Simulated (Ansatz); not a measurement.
**Si2Mo: the crystal squeezed far**

Aim: compress Si2Mo (fluorite type) step by step, far beyond the usual range, and follow pressure and electronic structure. Methods of the runs shown: PAW. Its runs: cell relaxed at zero pressure (PAW); volume scaled by 1 (PAW); volume scaled by 0.94 (PAW); volume scaled by 0.88 (PAW); volume scaled by 0.8 (PAW); volume scaled by 0.72 (PAW); volume scaled by 0.62 (PAW).

Computed with Ansatz 0.2.0 (DFT, PBE, PAW with Ansatz's default frozen-core files, scalar-relativistic, unless a step's input says otherwise).

1 further run of the same task is left out (set aside as unsound or not needed).

### Step 1. The structure to begin with

It takes space group Fm-3m (No. 225, cubic). Conventional cell: a = 5.832 Å, b = 5.832 Å, c = 5.832 Å, α = 90.00°, β = 90.00°, γ = 90.00°. Mo (site symmetry m-3m) is surrounded by 8 Si at 2.53 Å. Around Si (site symmetry -43m) lie 4 Mo at 2.53 Å.

As a file:

```cif
data_structure
_symmetry_space_group_name_H-M 'Fm-3m'
_symmetry_Int_Tables_number 225
_cell_length_a 5.8320
_cell_length_b 5.8320
_cell_length_c 5.8320
_cell_angle_alpha 90.000
_cell_angle_beta 90.000
_cell_angle_gamma 90.000
_cell_volume 198.36
loop_
_atom_site_label
_atom_site_type_symbol
_atom_site_symmetry_multiplicity
_atom_site_Wyckoff_symbol
_atom_site_fract_x
_atom_site_fract_y
_atom_site_fract_z
_atom_site_occupancy
Mo1 Mo 4 a 0.00000 0.00000 0.00000 1
Si1 Si 8 c 0.25000 0.75000 0.75000 1
```

The file gives the conventional cell by its symmetry; the runs use the cell typed in the input.

Whether this phase is the stable one at these pressures isn't tested.

Atoms are numbered in the order of the input: Mo1, Si2, Si3.

### Step 2. Cell relaxed at zero pressure, PAW

input.yaml

```yaml
crystal:
  lattice:
    - [0.0, 2.9159886164, 2.9159886164]
    - [2.9159886164, 0.0, 2.9159886164]
    - [2.9159886164, 2.9159886164, 0.0]
  atoms:
    - { symbol: Mo, position: [0.0, 0.0, 0.0] }
    - { symbol: Si, position: [0.25, 0.25, 0.25] }
    - { symbol: Si, position: [0.75, 0.75, 0.75] }
kpoints:
  mp_grid: { grid: [10, 10, 10] }
scf:
  occupations: { method: fermi_dirac, width: 0.05 }
hamiltonian:
  xc: pbe
  pseudopotentials: { kind: paw }
output:
  forces: true
  stress: true
relax:
  f_tol: 0.005
  max_steps: 40
  cell: {}
```

Launch:

```bash
$ ansatz run input.yaml --threads 1 --pin off --max-ram 3072MiB --backend cpu --events-out ev --progress --plain --runs-dir out
```

After this run come: Volume scaled by 1, PAW; Volume scaled by 0.94, PAW; Volume scaled by 0.88, PAW; Volume scaled by 0.8, PAW; Volume scaled by 0.72, PAW; Volume scaled by 0.62, PAW.

**Question.** What will these runs give? Wanted: PAW pressure at 0.62 of the volume; fitted bulk modulus at zero pressure.

As calculated:

```
                                  quantity      value
        PAW pressure at 0.62 of the volume  165.6 GPa
fitted bulk modulus at zero pressure (PAW)    132 GPa
                   its pressure derivative       4.00
```

What this shows: By PAW the pressure climbs to 166 GPa at 0.62 of the first volume. One third-order Birch-Murnaghan curve follows these points (B₀ = 132 GPa, B′ = 4.00, misfit at most 0.23 GPa). A fit over so wide a range leans to the high pressures, so B₀ can be off by several per cent. No all-electron run checks these rows here, and frozen cores can fail under such compression. The ions are at rest, and the electrons smeared by 0.05 eV.
